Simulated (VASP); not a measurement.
**A VASP 6.6.1 single-point calculation on BaHfO$_{3}$**

INCAR

```
SIGMA = 0.02
ISPIN = 2
NELM = 76
LASPH = .TRUE.
EDIFF = 1E-7
LWAVE = .FALSE.
LCHARG = .FALSE.
ISIF = 2
PREC = Accurate
MAGMOM = 0.5 -0.5 -0.5 0.5 -0.5
NBANDS = 27
GGA = PE
ENCUT = 520
IBRION = -1
LREAL = .FALSE.
NSW = 0
ISMEAR = -1
```

KPOINTS

```
KPOINTS created by Atomic Simulation Environment
0
Gamma
6 6 6
0 0 0
```

POSCAR

```
Ba Hf O
 1.0000000000000000
     4.2605999463000002    0.0000000000000000    0.0000000000000000
     0.0000000000000000    4.2605999463000002    0.0000000000000000
     0.0000000000000000    0.0000000000000000    4.2605999463000002
 Ba  Hf  O
   1   1   3
Cartesian
  0.0000000000000000  0.0000000000000000  0.0000000000000000
  2.1302999731500001  2.1302999731500001  2.1302999731500001
  2.1302999731500001  2.1302999731500001  0.0000000000000000
  2.1302999731500001  0.0000000000000000  2.1302999731500001
  0.0000000000000000  2.1302999731500001  2.1302999731500001
```

The recommended PBE PAW datasets give the neutral cell 38 valence electrons.

Command

```
mpirun -np 1 vasp_std
```

OSZICAR

```
N       E                     dE             d eps       ncg     rms          rms(c)
DAV:   1     0.216763746810E+03    0.21676E+03   -0.20442E+04  4320   0.133E+03
DAV:   2    -0.375670247331E+02   -0.25433E+03   -0.24679E+03  5331   0.314E+02
DAV:   3    -0.501432194677E+02   -0.12576E+02   -0.12520E+02  5702   0.658E+01
DAV:   4    -0.503403340187E+02   -0.19711E+00   -0.19690E+00  5932   0.765E+00
DAV:   5    -0.503443043042E+02   -0.39703E-02   -0.39699E-02  5758   0.752E-01    0.518E+01
DAV:   6    -0.437215095509E+02    0.66228E+01   -0.35693E+01  4918   0.321E+01    0.462E+01
DAV:   7    -0.435431527344E+02    0.17836E+00   -0.20375E+00  5567   0.852E+00    0.319E+01
DAV:   8    -0.435279604726E+02    0.15192E-01   -0.51331E-01  5001   0.528E+00    0.905E+00
DAV:   9    -0.435010303263E+02    0.26930E-01   -0.74450E-02  5261   0.182E+00    0.140E+00
DAV:  10    -0.434977497417E+02    0.32806E-02   -0.85763E-03  5584   0.556E-01    0.971E-01
DAV:  11    -0.434979943276E+02   -0.24459E-03   -0.18717E-03  5366   0.270E-01    0.105E-01
DAV:  12    -0.434980532388E+02   -0.58911E-04   -0.92488E-05  5284   0.633E-02    0.102E-01
DAV:  13    -0.434980759642E+02   -0.22725E-04   -0.28374E-05  5264   0.318E-02    0.166E-02
DAV:  14    -0.434980942988E+02   -0.18335E-04   -0.16619E-05  4872   0.264E-02    0.209E-02
DAV:  15    -0.434980955005E+02   -0.12016E-05   -0.20332E-06  6795   0.794E-03    0.473E-03
DAV:  16    -0.434980954547E+02    0.45817E-07   -0.33231E-07  5142   0.391E-03
   1 F= -.43498095E+02 E0= -.43498095E+02  d E =-.223255E-10  mag=    -0.0000
```

Standard output (part)

```
POSCAR found type information on POSCAR BaHfO
 POSCAR found :  3 types and       5 ions
 LDA part: xc-table for (Slater+PW92), standard interpolation
 POSCAR, INCAR and KPOINTS ok, starting setup
 WAVECAR not read
 entering main loop
```

It converged. Results: pressure -6.1 GPa; magnetic moment of the cell 0.00 μB.

For comparison, a separate PBE run of the intended cell, on usual settings and not on those above, gives a gap of 3.45 eV on its mesh and a pressure of -6.1 GPa.

The run above took about 98 s on one core of a shared host (Intel Xeon Platinum 8488C) and held 0.29 GiB at most.
